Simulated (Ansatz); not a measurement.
**Structure optimisation: selenium, dhcp**

Method: DFT, PBE, plane waves (420 eV) with PAW, scalar-relativistic (Ansatz).

k-point mesh 12×12×3, Fermi-Dirac smearing 0.1 eV, no spin polarisation. Cell and atoms relax.

Starting structure:

```
CELL_PARAMETERS angstrom
3.13603 0.00000 0.00000
-1.56802 2.71588 0.00000
0.00000 0.00000 10.24227
ATOMIC_POSITIONS crystal
Se 0.00000 0.00000 0.00000
Se 0.00000 0.00000 0.50000
Se 0.33333 0.66667 0.25000
Se 0.66667 0.33333 0.75000
```

Problem. What cell does the relaxation end in?

Solution. P6_3/mmc with a = 3.808 Å, c = 7.255 Å (c/a = 1.905); 22.78 Å³ per atom against 21.81 at the start (4.4 %).

The cell has left the dhcp structure type; it ends in P6_3/mmc.

Problem. How much energy does the relaxation gain?

Solution. 416.3 meV per atom.

Path of the relaxation (the plane waves are chosen anew near the end, which can shift the energy a little):

```json
{"step": "0", "E − E(final) (meV/atom)": "416.31", "V (Å³/atom)": "21.809", "P (GPa)": "-3.88", "max force (eV/Å)": "0.000"}
{"step": "1", "E − E(final) (meV/atom)": "391.72", "V (Å³/atom)": "19.894", "P (GPa)": "1.87", "max force (eV/Å)": "0.000"}
{"step": "2", "E − E(final) (meV/atom)": "369.58", "V (Å³/atom)": "19.872", "P (GPa)": "2.01", "max force (eV/Å)": "0.000"}
{"step": "3", "E − E(final) (meV/atom)": "269.17", "V (Å³/atom)": "20.382", "P (GPa)": "0.80", "max force (eV/Å)": "0.000"}
{"step": "4", "E − E(final) (meV/atom)": "171.49", "V (Å³/atom)": "20.425", "P (GPa)": "2.17", "max force (eV/Å)": "0.000"}
{"step": "5", "E − E(final) (meV/atom)": "108.99", "V (Å³/atom)": "19.921", "P (GPa)": "6.04", "max force (eV/Å)": "0.000"}
{"step": "6", "E − E(final) (meV/atom)": "38.62", "V (Å³/atom)": "20.960", "P (GPa)": "3.51", "max force (eV/Å)": "0.000"}
{"step": "7", "E − E(final) (meV/atom)": "13.63", "V (Å³/atom)": "22.211", "P (GPa)": "-0.01", "max force (eV/Å)": "0.000"}
{"step": "8", "E − E(final) (meV/atom)": "9.50", "V (Å³/atom)": "22.497", "P (GPa)": "-0.34", "max force (eV/Å)": "0.000"}
{"step": "9", "E − E(final) (meV/atom)": "9.38", "V (Å³/atom)": "22.395", "P (GPa)": "-0.01", "max force (eV/Å)": "0.000"}
{"step": "10", "E − E(final) (meV/atom)": "1.96", "V (Å³/atom)": "22.395", "P (GPa)": "0.61", "max force (eV/Å)": "0.000"}
{"step": "11", "E − E(final) (meV/atom)": "0.07", "V (Å³/atom)": "22.687", "P (GPa)": "0.23", "max force (eV/Å)": "0.000"}
{"step": "12", "E − E(final) (meV/atom)": "0.02", "V (Å³/atom)": "22.777", "P (GPa)": "-0.02", "max force (eV/Å)": "0.000"}
{"step": "13", "E − E(final) (meV/atom)": "0.00", "V (Å³/atom)": "22.777", "P (GPa)": "-0.02", "max force (eV/Å)": "0.000"}
```
